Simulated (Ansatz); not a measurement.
## Si: computed properties

Level of theory: DFT r2SCAN, scalar-relativistic, plane waves, PAW (Ansatz).

Cutoff 500 eV; k points 10×10×10 on the computed 2-atom cell (Γ-centred); Gaussian smearing, width 0.02 eV; no spin polarisation.

The structure is relaxed at this level of theory with its symmetry kept.

```cif
data_structure
_symmetry_space_group_name_H-M 'P 1'
_symmetry_Int_Tables_number 1
_cell_length_a 3.8496
_cell_length_b 3.8496
_cell_length_c 3.8496
_cell_angle_alpha 60.000
_cell_angle_beta 60.000
_cell_angle_gamma 60.000
_cell_volume 40.34
loop_
_atom_site_label
_atom_site_type_symbol
_atom_site_fract_x
_atom_site_fract_y
_atom_site_fract_z
_atom_site_occupancy
Si1 Si 0.75000 0.75000 0.75000 1
Si2 Si 0.50000 0.50000 0.50000 1
```

```json
{"Space group": "Fd-3m (No. 227)", "Volume per atom": "136.1 bohr³", "Formation energy from the elements' standard states (uncorrected)": "0.000 eV/atom", "Generalised Kohn–Sham band gap": "0.77 eV, indirect from Γ to (0.000, 0.419, 0.419)", "Löwdin character of the top 1 eV of the valence band": "Si 3p 96 %", "Löwdin character of the lowest 1 eV of the conduction band": "Si 3p 57 %, Si 3s 27 %, unprojected 16 %", "Electron masses at the edge by Cartesian direction of the standard setting (m_e; degenerate bands sorted by energy; no spin-orbit coupling)": "x: 0.93; y: 0.19; z: 0.19", "Hole masses at the edge by Cartesian direction of the standard setting (m_e; degenerate bands sorted by energy; no spin-orbit coupling)": "x: 0.25, 0.25, 0.17; y: 0.25, 0.25, 0.17; z: 0.25, 0.25, 0.17", "Bulk modulus": "97 GPa", "Its pressure derivative": "4.2", "Bader charges (e)": "Si (2 in the cell) 0.00"}
```